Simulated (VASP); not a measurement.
Here is a VASP 6.6.1 calculation.

Contents of INCAR:

```
SYSTEM = AlRu
PREC = Accurate
ENCUT = 520
EDIFF = 1E-7
ISMEAR = 0
SIGMA = 0.05
LREAL = .False.
LASPH = .True.
NELM = 100
ALGO = Fast
ISIF = 2
LWAVE = .False.
LCHARG = .True.
GGA = PS
LELF = .True.
LVHAR = .True.
NBANDS = 16
```

File KPOINTS:

```
Automatic mesh
0
Gamma
  12 12 12
  0 0 0
```

The input POSCAR:

```
AlRu
1.0
    2.9916000000      0.0000000000      0.0000000000
    0.0000000000      2.9916000000      0.0000000000
    0.0000000000      0.0000000000      2.9916000000
Ru Al
1 1
Direct
    0.4970030000      0.5110170000      0.4878020000
   -0.0043240000     -0.0088300000      0.0100190000
```

Potentials or basis: VASP PAW PBE potentials, release 64 (Ru_pv, Al).

Launch:

```bash
$ cat potpaw_PBE.64/Ru_pv/POTCAR potpaw_PBE.64/Al/POTCAR > POTCAR
$ mpirun -np 1 vasp_std > vasp.out
```

**Question.** Estimate the pressure.

**Answer.** -2.8 GPa.

**Question.** Predict the band gap on the k mesh.

**Answer.** None (metal or under the smearing width).

Forces in eV/Å, atoms in the order of the input:
```
Ru  -0.031 -0.461  0.515
Al   0.031  0.461 -0.515
```

Caveat: the PAW data sets were made with another functional, which shifts forces and pressure a little.
